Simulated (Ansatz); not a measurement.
**TaN under changes of volume**

One of the cells (10.813 Å³/atom); the others are scaled copies at fixed shape and fractional positions:

```xyz
2
Lattice="0.0000 2.2113 2.2113 2.2113 0.0000 2.2113 2.2113 2.2113 0.0000" Properties=species:S:1:pos:R:3 pbc="T T T"
Ta    2.2113    2.2113    2.2113
N     0.0000    0.0000    0.0000
```

The cell comes from a database or a generator and needn't be the stable form of this composition.

- Program: Ansatz 0.2.0
- Functional: PBE
- Potentials or basis: Ansatz PAW
- Cutoff: 420 eV (not typed: the program's choice for these potentials)
- k mesh: 10 × 10 × 10
- Occupations: fermi-dirac, width 0.05 eV
- Spin: no spin polarisation

```tsv
volume (Å³/atom)	energy over the lowest point (meV/atom)	pressure (GPa)
10.164	38.51	21.7
10.381	15.17	13.1
10.597	?	?
10.813	0.00	-1.3
11.030	6.11	-7.5
11.246	20.02	-13.0
11.462	40.95	-17.9
```

Q: What does the run at 10.597 Å³/atom give?

A: Energy over the lowest point 2.71 meV/atom; pressure 5.5 GPa.

Worked out: A Birch-Murnaghan fit of order 3 (a polynomial in V^(-2/3)) to the other rows has its minimum at 10.77 Å³/atom with B0 = V·E''(V) = 330 GPa and B' = 4.3. It gives 2.73 meV/atom at 10.597 Å³/atom, against the run's 2.71, and -dE/dV = 5.5 GPa, against 5.5.

Energies are extrapolated to zero smearing.
